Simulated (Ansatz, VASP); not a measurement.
# InSb in two plane-wave programs

Aim: how closely do two programs agree when they are given the same cell, functional and k mesh? The cell is a member of a volume series, scaled by 0.97 from a relaxed one, so a pressure remains.

Calculated with Ansatz 0.2.0; plane waves, with VASP 6.6.1 beside it; single point at PBEsol and single point at r2SCAN.

### Step 1. The structure

It takes space group F-43m (No. 216, cubic). Conventional cell: a = 6.454 Å, b = 6.454 Å, c = 6.454 Å, α = 90.00°, β = 90.00°, γ = 90.00°. Sb has 4 In at 2.79 Å nearest. Nearest to In lie 4 Sb at 2.79 Å. Farther neighbours are not listed.

As a file:

```cif
data_structure
_symmetry_space_group_name_H-M 'F-43m'
_symmetry_Int_Tables_number 216
_cell_length_a 6.4544
_cell_length_b 6.4544
_cell_length_c 6.4544
_cell_angle_alpha 90.000
_cell_angle_beta 90.000
_cell_angle_gamma 90.000
_cell_volume 268.89
loop_
_atom_site_label
_atom_site_type_symbol
_atom_site_symmetry_multiplicity
_atom_site_Wyckoff_symbol
_atom_site_fract_x
_atom_site_fract_y
_atom_site_fract_z
_atom_site_occupancy
Sb1 Sb 4 c 0.25000 0.25000 0.25000 1
In1 In 4 a 0.00000 0.00000 0.00000 1
```

### Step 2. Ansatz: single point, PBEsol, volume scaled by 0.97

Ansatz runs on its default PAW (the set named soft_2) files.

A single point gives forces, pressure and levels at one fixed geometry, so differences don't come from the geometry; what else differs is listed under the comparison.

input.yaml

```yaml
crystal:
  lattice:
    - [0.0, 3.22721745, 3.22721745]
    - [3.22721745, 0.0, 3.22721745]
    - [3.22721745, 3.22721745, 0.0]
  atoms:
    - { symbol: Sb, position: [0.75, 0.75, 0.75] }
    - { symbol: In, position: [0.0, 0.0, 0.0] }
hamiltonian:
  xc: pbesol
  pseudopotentials: { kind: paw }
kpoints:
  mp_grid: { grid: [10, 10, 10] }
scf:
  occupations: { method: gaussian, width: 0.05 }
  n_extra_bands: 4
output:
  forces: true
  stress: true
  eigenvalues: true
```

Run with:

```sh
$ ansatz run input.yaml --threads 2 --pin off --max-ram 4608MiB --backend cpu --events-out ev --progress --plain --runs-dir out
```

Numbers of over 12 decimals in the logs are rounded to 6 here.

What it wrote:

```text
scf.n_extra_bands = 4 over 14 filled bands (N_el = 28.0): the run solves 18 bands
Engine: ansatz 0.2.0, aarch64-unknown-linux-gnu
Pseudopotentials: kind: paw
Pseudopotential: Sb, paw, valence charge 15, recommended cutoff 420 eV (normal), Sb.paw.azcp
Pseudopotential: In, paw, valence charge 13, recommended cutoff 420 eV (normal), In.paw.azcp
Functional definition: PBEsol
  exchange = pbesol_x
  correlation = pbesol_c
Crystal: 2 atoms, lattice volume = 67.223 Å³
Basis set: ecut = 420 eV, 1363 PW (Γ), exchange–correlation on 64×64×64 points (8 copies of the dense FFT grid, shifted against one another)
Bands: 18, of which v1, the nominal top of the filled ones, is band 14 counted from 1 (13 counted from 0)
Symmetry: 24 space group operations
Space group: F-43m (ITA 216), of the structure as read, at distance tolerance 4.1e-5 Å
k-points: 47 of 1000 (time reversal used)
Non-local potential: Sb, projectors of the file, l = 0: 2, l = 1: 2, l = 2: 2, l = 3: 2
Non-local potential: In, projectors of the file, l = 0: 2, l = 1: 2, l = 2: 2, l = 3: 2
PAW form: soft (Blöchl's): semilocal exchange-correlation on the pseudo side does not see the compensation charge
PAW frozen core: Sb, regenerated for the run's functional, and the local potential with it (the file was generated under x = pbe(κ = 0.804, μ = 0.219515), c = pbe(β = 0.066725))
PAW frozen core: In, regenerated for the run's functional, and the local potential with it (the file was generated under x = pbe(κ = 0.804, μ = 0.219515), c = pbe(β = 0.066725))
PAW one-centre angular grid: Sb, 590 points (default); XC on 64 Gauss nodes
PAW one-centre angular grid: In, 590 points (default); XC on 64 Gauss nodes
Initial density: superposition of atomic densities (neutral atoms: chi_scale 0, normalization atom), corrected by the library's trained network
Initial wavefunctions: pseudopotential atomic-orbital guess
Functional: x = pbesol(κ = 0.804, μ = 0.123457), c = pbesol(β = 0.046)
SCF iter   1: F=—  HF=-11933.645990 eV  |F-HF|=—  |Δ(HF+E_count)|=         —  Δρ=3.46e-3  dr2=1.26e-2  ethr=1.77e-3  ⟨swp⟩=6.1  Hψ=4490  notcnv=0
preconditioner: auto → none  [insulator: Δε(μ)=0.467 eV  Ē_g=13.991 eV  σ=0.050 eV  W_gap=0.67  n_scr=14 (ndim 8)  ℏωp=19.2 eV  f_vac=0.109  D(μ)=0.06/eV (n_scr^D=0)  ε∞_Penn≈2.9]
SCF iter   2: F=—  HF=-11933.640080 eV  |F-HF|=—  |Δ(HF+E_count)|=   5.91e-3  Δρ=1.31e-3  dr2=8.69e-4  ethr=4.50e-5  ⟨swp⟩=2.2  Hψ=1684  notcnv=0
SCF iter   3: F=—  HF=-11933.640260 eV  |F-HF|=—  |Δ(HF+E_count)|=   1.80e-4  Δρ=4.37e-4  dr2=1.22e-4  ethr=3.10e-6  ⟨swp⟩=2.0  Hψ=1270  notcnv=0
SCF iter   4: F=—  HF=-11933.640289 eV  |F-HF|=—  |Δ(HF+E_count)|=   2.91e-5  Δρ=1.79e-4  dr2=1.55e-5  ethr=4.35e-7  ⟨swp⟩=2.0  Hψ=1269  notcnv=0
SCF iter   5: F=—  HF=-11933.640311 eV  |F-HF|=—  |Δ(HF+E_count)|=   2.13e-5  Δρ=3.48e-5  dr2=5.60e-7  ethr=5.54e-8  ⟨swp⟩=3.0  Hψ=1280  notcnv=0
SCF iter   6: F=-11933.640311 eV  HF=-11933.640311 eV  |F-HF|=1.39e-9  |Δ(HF+E_count)|=   6.60e-8  Δρ=9.60e-6  dr2=4.59e-8  ethr=3.57e-10  ⟨swp⟩=6.9  Hψ=4166  notcnv=0
SCF 1 converged in 6 iterations: F = -11933.640311 eV  dr2 = 4.59e-8
  greatest PAW one-centre occupation: 0.996 electrons in one spin orbital (limit 2), on the Sb atom at site 0 (counted from 0), in its partial waves of l = 2
SCF converged after 6 iterations
Free energy (F): -11933.640311 eV
Harris-Foulkes:  -11933.640311 eV  (|F-HF|=1.39e-9)
Internal energy: -11933.640234 eV  (E = F + TS)
E sigma→0 (E₀):  -11933.640272 eV
Entropy (-TS):   -0.000077 eV (-0.039 meV/atom)
Fermi energy:    7.399057 eV
--- Per-component energies (eV) ---
  E_band       = -260.367892
  E_kinetic    = 451.822927
  E_local      = -3189.147036  (includes V_loc(G=0)·N_el)
  E_nonlocal   = 733.120633
  E_hartree    = 1369.805601
  E_xc         = -350.986413
  E_vxc        = -196.603844  (∫ρ·V_xc dr)
  E_paw        = -8584.899151  (= ΣΔE_a)
  E_vpaw       = -799.183416  (= ΣTr[D̂ρ^β])
  E_aug_tail   = 0.000023  (compensation charges beyond the density's cutoff)
  E_ewald      = -2363.924576
  E_core_change = 0.567760  (= ΣΔE_core)
  E_smearing   = -0.000077  (= −TS)
  E_closure    = 0.000000  (closes the sum)
  Σ components = -11933.640311   (vs F -11933.640311, Δ=0.00e0)
--- Forces (eV/Å), atoms counted from 1 ---
  atom   1  Sb     0.00000000    -0.00000000    -0.00000000
  atom   2  In    -0.00000000     0.00000000     0.00000000
  max |Σ_I F_I| component: 3.70e-17 eV/Å
--- Stress (GPa, compression-positive) ---
        1.375561       0.000000      -0.000000
        0.000000       1.375561       0.000000
       -0.000000       0.000000       1.375561
  P = ⅓ Tr σ = 1.3756 GPa (13.756 kbar)
--- Band table (eV; the first three rows and the last of 47) ---
  k-point 0: bands = [... 10 lower, -3.4417, 7.1787, 7.3838, 7.3838, 7.3838, 10.3275, 10.3275, 10.3275]
  k-point 1: bands = [... 10 lower, -3.3487, 5.8729, 7.2399, 7.2399, 8.2148, 10.5265, 10.5265, 10.5323]
  k-point 2: bands = [... 10 lower, -3.0801, 4.4101, 6.9317, 6.9317, 8.3146, 10.9194, 10.9194, 11.4546]
  k-point 46: bands = [... 10 lower, -1.3849, 1.5055, 4.5049, 4.6225, 10.4919, 10.5735, 12.4138, 12.7449]
```

The job ended after 4.8 s (2 threads of Arm Neoverse N1, shared host; peak memory 0.38 GiB; 9.1 s of CPU time).

The run ends at a pressure of 1.38 GPa.

### Step 3. VASP: single point, PBEsol, volume scaled by 0.97

The same cell, functional, mesh and smearing now go to VASP, with its own data sets and cutoff.

Lines of VASP's logs that name or quote its potential files are left out, and so is its time.

The input asks for a relaxation, which ended at its first step since no free force or stress exceeded the threshold; so it serves as a single point.

INCAR

```
SYSTEM = InSb
PREC = Accurate
ENCUT = 500
EDIFF = 1E-07
NELM = 100
ISMEAR = 0
SIGMA = 0.05
LREAL = .FALSE.
ALGO = Normal
GGA = PS
NBANDS = 15
LORBIT = 11
LWAVE = .FALSE.
LCHARG = .FALSE.
KPAR = 4
IBRION = 2
NSW = 50
ISIF = 4
EDIFFG = -0.002
```

POSCAR

```
InSb
1.0
    0.0000000000      3.2272174452      3.2272174452
    3.2272174452      0.0000000000      3.2272174452
    3.2272174452      3.2272174452      0.0000000000
Sb In
1 1
Direct
    0.7500000000      0.7500000000      0.7500000000
    0.0000000000      0.0000000000      0.0000000000
```

KPOINTS

```
Automatic mesh
0
Gamma
10 10 10
0 0 0
```

The projector-augmented-wave data sets are Sb and In_d (PBE family, release 64).

Run with:

```sh
$ mpirun -np 4 vasp_std
```

What it wrote:

```text
[banner, memory and clock lines left out]
running    4 mpi-ranks, on    1 nodes
 distrk:  each k-point on    1 cores,    4 groups
 distr:  one band on    1 cores,    1 groups

 POSCAR found type information on POSCAR SbIn
 POSCAR found :  2 types and       2 ions
|                                                                             |
|               ----> ADVICE to this user running VASP <----                  |
|                                                                             |
|     You enforced a specific xc type in the INCAR file but a different       |
|     [... a line on the potential file left out ...]
|     I HOPE YOU KNOW WHAT YOU ARE DOING!                                     |
|                                                                             |

 LDA part: xc-table for (Slater+PW92), standard interpolation
 POSCAR, INCAR and KPOINTS ok, starting setup
 FFT: planning ... GRIDC
 FFT: planning ... GRID_SOFT
 FFT: planning ... GRID
 WAVECAR not read
 entering main loop
       N       E                     dE             d eps       ncg     rms          rms(c)
DAV:   1     0.111547437100E+03    0.11155E+03   -0.77648E+03  1410   0.118E+03
DAV:   2    -0.781918931801E+00   -0.11233E+03   -0.10908E+03  1571   0.287E+02
DAV:   3    -0.763949526535E+01   -0.68576E+01   -0.68209E+01  1809   0.750E+01
DAV:   4    -0.783066159626E+01   -0.19117E+00   -0.19112E+00  1770   0.145E+01
DAV:   5    -0.783885290579E+01   -0.81913E-02   -0.81912E-02  2117   0.237E+00    0.414E+00
DAV:   6    -0.771429189070E+01    0.12456E+00   -0.18460E-01  2042   0.746E+00    0.235E+00
DAV:   7    -0.769009754688E+01    0.24194E-01   -0.71201E-02  1960   0.293E+00    0.622E-01
DAV:   8    -0.768928307850E+01    0.81447E-03   -0.79202E-03  1845   0.109E+00    0.269E-01
DAV:   9    -0.768967463614E+01   -0.39156E-03   -0.81349E-04  1606   0.258E-01    0.788E-02
DAV:  10    -0.768965893602E+01    0.15700E-04   -0.44680E-05  1934   0.473E-02    0.372E-02
DAV:  11    -0.768967865628E+01   -0.19720E-04   -0.33526E-05  1550   0.471E-02    0.220E-02
DAV:  12    -0.768967937391E+01   -0.71763E-06   -0.12393E-06  1851   0.763E-03    0.566E-03
DAV:  13    -0.768967920416E+01    0.16975E-06   -0.45993E-07  1655   0.509E-03    0.320E-03
DAV:  14    -0.768967915973E+01    0.44426E-07   -0.31709E-08  1482   0.100E-03
   1 F= -.76896792E+01 E0= -.76896406E+01  d E =-.768968E+01
 curvature:   0.00 expect dE= 0.000E+00 dE for cont linesearch  0.000E+00
 trial: gam= 0.00000 g(F)=  0.850E-47 g(S)=  0.163E-32 ort = 0.000E+00 (trialstep = 0.100E+01)
 search vector abs. value=  0.100E-09
 reached required accuracy - stopping structural energy minimisation
```

OUTCAR, selected parts (step 3):

```text
ion  position               nearest neighbor table
   1  0.750  0.750  0.750-   2 2.79   2 2.79   2 2.79   2 2.79
   2  0.000  0.000  0.000-   1 2.79   1 2.79   1 2.79   1 2.79

  LATTYP: Found a face centered cubic cell.
 ALAT       =     6.4544348904

 Subroutine GETGRP returns: Found 24 space group operations
 (whereof 24 operations were pure point group operations)

The static configuration has the point symmetry T_d .

 Found     47 irreducible k-points:

   k-points           NKPTS =     47   k-points in BZ     NKDIM =     47   number of bands    NBANDS=     15

   dimension x,y,z NGX =    36 NGY =   36 NGZ =   36
   dimension x,y,z NGXF=    72 NGYF=   72 NGZF=   72

   ENCUT  =  500.0 eV  36.75 Ry    6.06 a.u.   8.32  8.32  8.32*2*pi/ulx,y,z

   NELECT =      18.0000    total number of electrons

 k-points in reciprocal lattice and weights: Automatic mesh
   0.00000000  0.00000000  0.00000000       0.001
   0.10000000  0.00000000  0.00000000       0.008
   0.20000000  0.00000000  0.00000000       0.008
   0.30000000  0.00000000  0.00000000       0.008
   0.40000000  0.00000000  0.00000000       0.008
   0.50000000  0.00000000  0.00000000       0.004
   0.10000000  0.10000000  0.00000000       0.006
   0.20000000  0.10000000  0.00000000       0.024
   0.30000000  0.10000000  0.00000000       0.024
[...]
-0.30000000  0.40000000  0.20000000       0.024
  -0.30000000  0.50000000  0.20000000       0.012

 average (electrostatic) potential at core
       1 -86.9759       2 -96.0038

 E-fermi :   5.0994

 k-point     1 :       0.0000    0.0000    0.0000
  band No.  band energies     occupation
    ...
      6      -5.7396      2.00000
      7       4.8879      2.00000
      8       5.0842      1.33337
      9       5.0842      1.33337
     10       5.0842      1.33337
     11       8.0118      0.00000
     12       8.0118      0.00000
     13       8.0118      0.00000
     14      10.6587      0.00000
     15      13.3924      0.00000

 k-point     2 :       0.1000    0.0000    0.0000
  band No.  band energies     occupation
    ...
      5      -9.3938      2.00000
      6      -5.6465      2.00000
      7       3.5741      2.00000
      8       4.9392      1.99999
      9       4.9392      1.99999
     10       5.9179      0.00000
     11       8.2111      0.00000
     12       8.2111      0.00000
     13       8.2205      0.00000
     14      11.2119      0.00000
    ...

 k-point     3 :       0.2000    0.0000    0.0000
  band No.  band energies     occupation
    ...
      5      -9.3939      2.00000
      6      -5.3775      2.00000
      7       2.1065      2.00000
      8       4.6294      2.00000
      9       4.6294      2.00000
     10       6.0126      0.00000
     11       8.6039      0.00000
     12       8.6039      0.00000
     13       9.1492      0.00000
     14      11.9068      0.00000
    ...

  Total        0.5896623      0.5896623      0.5896623     -0.0000000      0.0000000      0.0000000
  in kB       14.0539783     14.0539783     14.0539783     -0.0000000      0.0000000      0.0000000
  external PRESSURE =      14.0539783 kB  Pullay stress =       0.0000000 kB

  energy-cutoff  :      500.00
  volume of cell :       67.22
      direct lattice vectors                 reciprocal lattice vectors
     0.000000000  3.227217445  3.227217445    -0.154932231  0.154932231  0.154932231
     3.227217445  0.000000000  3.227217445     0.154932231 -0.154932231  0.154932231
     3.227217445  3.227217445  0.000000000     0.154932231  0.154932231 -0.154932231

 POSITION                                       TOTAL-FORCE (eV/Angst)
 -----------------------------------------------------------------------------------
      4.84083      4.84083      4.84083         0.000000      0.000000      0.000000
      0.00000      0.00000      0.00000        -0.000000     -0.000000     -0.000000
 -----------------------------------------------------------------------------------
    total drift:                                0.000000      0.000000      0.000000

  FREE ENERGIE OF THE ION-ELECTRON SYSTEM (eV)
  ---------------------------------------------------
  free  energy   TOTEN  =        -7.6896791597 eV

  energy  without entropy=       -7.6896020135  energy(sigma->0) =       -7.68964059

 reached required accuracy - stopping structural energy minimisation

 total charge
# of ion       s       p       d       tot
------------------------------------------
    1        1.137   1.338   0.021   2.496
    2        0.871   0.730   9.866  11.467
--------------------------------------------------
tot          2.009   2.067   9.887  13.963

[... 3 further parts left out ...]
```

CONTCAR:

```
InSb
   1.00000000000000
     0.0000000000000000    3.2272174452000000    3.2272174452000000
     3.2272174452000000    0.0000000000000000    3.2272174452000000
     3.2272174452000000    3.2272174452000000    0.0000000000000000
  Sb              In
     1     1
Direct
     0.7500000000000000    0.7500000000000000    0.7500000000000000
     0.0000000000000000    0.0000000000000000    0.0000000000000000
```

### Step 4. Side by side

Known differences besides the potentials themselves: the data sets hold 28 valence electrons in Ansatz (default PAW (the set named soft_2) files) and 18 in VASP; the cutoff is 420 eV in Ansatz and 500 eV in VASP; Ansatz makes its cores anew for this functional, VASP keeps those of its PBE data sets; VASP leaves aspherical gradient terms in its spheres out (LASPH is not set), Ansatz keeps them. Total energies have different zeros and are not compared.

The two programs side by side:

```csv
quantity,Ansatz,VASP,difference
pressure (GPa),1.38,1.41,-0.03
```

Ansatz's pressure holds a Pulay correction of 0.03 GPa; VASP's holds none.

[end of part 1 of 2]

[Lines on the potential files, build, host, timing and source positions are cut from VASP's logs without a mark.]

[Logs are printed without paths, hosts, clocks, repeated set-up lines and the standing remarks that a program may print on its own settings, such as how far it seeks lower states.]

[Hosts, paths, dates, database ids (printed as entryN), source tags and the programs' standing remarks are cut or masked in the printed files.]
